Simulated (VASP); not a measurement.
**CdSe in VASP 6.6.1, single-point calculation**

INCAR

```
IBRION = -1
GGA = PE
ISIF = 2
EDIFF = 1E-7
SIGMA = 0.02
LCHARG = .FALSE.
NSW = 0
ISMEAR = -1
LREAL = .FALSE.
NELECT = 24
LWAVE = .FALSE.
NBANDS = 16
ENCUT = 520
LASPH = .TRUE.
NELM = 82
PREC = Accurate
```

KPOINTS

```
KPOINTS created by Atomic Simulation Environment
0
Gamma
8 8 8
0 0 0
```

POSCAR

```
Cd Se
 1.0000000000000000
     0.0381280449000000    3.0752312006000002    3.0752312006000002
     3.0752312006000002    0.0381280449000000    3.0752312006000002
     3.0752312006000002    3.0752312006000002    0.0381280449000000
 Cd  Se
   1   1
Cartesian
  0.0083884745122226  0.0083884745122226  0.0083884745122226
  1.5387591370127776  1.5387591370127776  1.5387591370127771
```

The recommended PBE PAW datasets give the neutral cell 18 valence electrons.

Command

```
mpirun -np 1 vasp_std
```

OSZICAR

```
N       E                     dE             d eps       ncg     rms          rms(c)
DAV:   1     0.180107916344E+03    0.18011E+03   -0.12511E+04  2112   0.140E+03
DAV:   2     0.340598149254E+02   -0.14605E+03   -0.14447E+03  2496   0.318E+02
DAV:   3     0.289081531781E+02   -0.51517E+01   -0.51249E+01  2456   0.610E+01
DAV:   4     0.288860759373E+02   -0.22077E-01   -0.22075E-01  2688   0.394E+00
DAV:   5     0.288859583746E+02   -0.11756E-03   -0.11756E-03  2512   0.242E-01    0.205E+01
DAV:   6     0.234819844483E+02   -0.54040E+01   -0.16449E+01  2576   0.198E+01    0.102E+01
DAV:   7     0.236430009075E+02    0.16102E+00   -0.92053E-01  2280   0.107E+01    0.700E+00
DAV:   8     0.236943642101E+02    0.51363E-01   -0.14633E-01  2576   0.271E+00    0.231E+00
DAV:   9     0.236980438459E+02    0.36796E-02   -0.10323E-02  2272   0.134E+00    0.189E-01
DAV:  10     0.236987753130E+02    0.73147E-03   -0.17459E-03  2488   0.253E-01    0.574E-02
DAV:  11     0.236988002057E+02    0.24893E-04   -0.10019E-03  2536   0.205E-01    0.415E-02
DAV:  12     0.236988362565E+02    0.36051E-04   -0.93755E-05  2256   0.891E-02    0.282E-02
DAV:  13     0.236988395169E+02    0.32604E-05   -0.13627E-05  2632   0.260E-02    0.168E-02
DAV:  14     0.236988417016E+02    0.21847E-05   -0.25938E-06  2568   0.139E-02    0.637E-03
DAV:  15     0.236988419059E+02    0.20423E-06   -0.11843E-07  1368   0.307E-03    0.237E-03
DAV:  16     0.236988419044E+02   -0.14854E-08   -0.46679E-08  1112   0.199E-03
   1 F= 0.23698842E+02 E0= 0.23699947E+02  d E =-.220976E-02
```

From OUTCAR

```
k-points           NKPTS =     65   k-points in BZ     NKDIM =     65   number of bands    NBANDS=     16

   NELECT =      24.0000    total number of electrons

   dimension x,y,z NGX =    32 NGY =   32 NGZ =   32
   dimension x,y,z NGXF=    64 NGYF=   64 NGZF=   64

  energy-cutoff  :      520.00
  volume of cell :       57.08
      direct lattice vectors                 reciprocal lattice vectors
     0.038128045  3.075231201  3.075231201    -0.165644855  0.163616270  0.163616270
     3.075231201  0.038128045  3.075231201     0.163616270 -0.165644855  0.163616270
     3.075231201  3.075231201  0.038128045     0.163616270  0.163616270 -0.165644855

 k-points in reciprocal lattice and weights: KPOINTS created by Atomic Simulation Env
   0.00000000  0.00000000  0.00000000       0.002
   0.12500000 -0.00000000 -0.00000000       0.012
   0.25000000 -0.00000000 -0.00000000       0.012
   0.37500000  0.00000000  0.00000000       0.012
   0.50000000 -0.00000000 -0.00000000       0.006
   0.12500000  0.12500000 -0.00000000       0.012
   0.25000000  0.12500000  0.00000000       0.023
   0.37500000  0.12500000  0.00000000       0.023
   ...

 E-fermi :   6.0055

 k-point     1 :       0.0000    0.0000    0.0000
  band No.  band energies     occupation
      1     -12.5117      2.00000
      2      -7.5716      2.00000
      3      -7.5559      2.00000
      4      -7.5559      2.00000
      5      -7.1603      2.00000
      6      -7.1603      2.00000
      7      -0.4129      2.00000
      8       0.0295      2.00000
      9       0.1091      2.00000
     10       0.1091      2.00000
     11       4.8648      2.00000
     12       5.0936      2.00000
     13       5.0936      2.00000
     14       7.8916      0.00000
     15      10.0707      0.00000
     16      10.1340      0.00000

 k-point     2 :       0.1250   -0.0000   -0.0000
  band No.  band energies     occupation
      1     -12.4411      2.00000
      2      -7.5506      2.00000
      3      -7.5366      2.00000
      4      -7.5259      2.00000
      5      -7.1631      2.00000
      6      -7.1616      2.00000
      7      -1.5580      2.00000
      8      -0.1178      2.00000
      9      -0.0438      2.00000
     10       0.9451      2.00000
     11       4.7232      2.00000
     12       5.1342      2.00000
     13       5.3103      2.00000
     14       8.5556      0.00000
     15       8.8918      0.00000
     16       8.9857      0.00000

 k-point     3 :       0.2500   -0.0000   -0.0000
  band No.  band energies     occupation
      1     -12.2652      2.00000
      2      -7.5055      2.00000
      3      -7.4965      2.00000
      4      -7.3959      2.00000
      5      -7.1619      2.00000
      6      -7.1562      2.00000
      7      -3.0206      2.00000
      8      -0.4489      2.00000
      9      -0.3694      2.00000
     10       1.4132      2.00000
     11       4.9129      2.00000
     12       5.4634      2.00000
     13       5.5540      2.00000
     14       7.9506      0.00000
     15       8.6270      0.00000
     16       8.8260      0.00000

 ...

  Total       54.2292991     54.2292991     54.2292991      0.0095014      0.0095014      0.0095014
  in kB     1522.0669119   1522.0669119   1522.0669119      0.2666778      0.2666778      0.2666778
  external PRESSURE =    1522.0669119 kB  Pullay stress =       0.0000000 kB

 POSITION                                       TOTAL-FORCE (eV/Angst)
 -----------------------------------------------------------------------------------
      0.00839      0.00839      0.00839         0.053478      0.053478      0.053478
      1.53876      1.53876      1.53876        -0.053478     -0.053478     -0.053478
 -----------------------------------------------------------------------------------
    total drift:                               -0.000215     -0.000215     -0.000214

  FREE ENERGIE OF THE ION-ELECTRON SYSTEM (eV)
  ---------------------------------------------------
  free  energy   TOTEN  =        23.6988419044 eV

  energy  without entropy=       23.7010516620  energy(sigma->0) =       23.69994678
```

It converged. Results: pressure 152.2 GPa; largest force 0.09 eV/Å.

These settings aren't sound, so the numbers aren't properties of the crystal.

The fault: wrong number of electrons.

On sound settings PBE gives a gap of 0.55 eV on its mesh and a pressure of 2.3 GPa for the intended cell.

The run took about 40 s on one core of a shared host (Intel Xeon Platinum 8488C) and held 0.21 GiB at most.
